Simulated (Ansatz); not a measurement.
Bi: start and end of a relaxation

The guess for Bi was made by a generator: random cell by space group and Wyckoff sites (P4/mmm, No. 123). Lengths were set from tabulated atomic sizes, so they are only a guess.

start:

Space group P4/mmm (No. 123). a = 3.837 Å, b = 3.837 Å, c = 2.647 Å, α = 90.00°, β = 90.00°, γ = 90.00°
```tsv
atom	site	symmetry	x	y	z
Bi	1c	4/mmm	0.5000	0.5000	0.0000
```

Computed with Ansatz, DFT PBE, scalar-relativistic, plane waves, PAW. Cutoff 420 eV, Gaussian smearing, Γ-centred meshes. Cell and atoms relax first on a coarse mesh and then on a finer one. In between, the cell is made exact in the group found at 0.06 Å. In metals the finer mesh still leaves noise of several meV/atom or more. The steps can't lower the symmetry of their start. No spin polarisation.

end:

Space group Pm-3m (No. 221). a = 3.274 Å, b = 3.274 Å, c = 3.274 Å, α = 90.00°, β = 90.00°, γ = 90.00°
```tsv
atom	site	symmetry	x	y	z
Bi	1b	m-3m	0.5000	0.5000	0.5000
```

The symmetry goes from P4/mmm (No. 123) to Pm-3m (No. 221). The end has the simple cubic type. The volume per atom shrinks by 9.9 %, from 39.0 to 35.1 Å³. The shortest distance goes from 2.65 Å (Bi–Bi) to 3.27 Å (Bi–Bi). The energy falls by about 1.3 eV/atom (the start's value is from the coarse mesh). The end is written in a standard setting, so origin, axes and order of atoms can differ from the start's.

```json
{
  "Volume per atom": "35.10 Å³",
  "Density": "9.89 g/cm³",
  "Energy over the standard state": "+0.05 eV/atom",
  "Gap on the 16×16×16 mesh of the 1-atom cell": "0 eV (a metal)"
}
```

Energies count from the standard state of Bi at the same level. It lies above the standard state, so it could only be metastable.

The last run used Gaussian smearing of 0.10 eV. Spin–orbit coupling, which can matter for Bi, is left out. A structure relaxed within its symmetry needn't be a true minimum. In all, the 4 runs took 63 s on 1 thread of Intel(R) Xeon(R) Processor @ 2.50GHz (Skylake/Cascade Lake) (shared host).
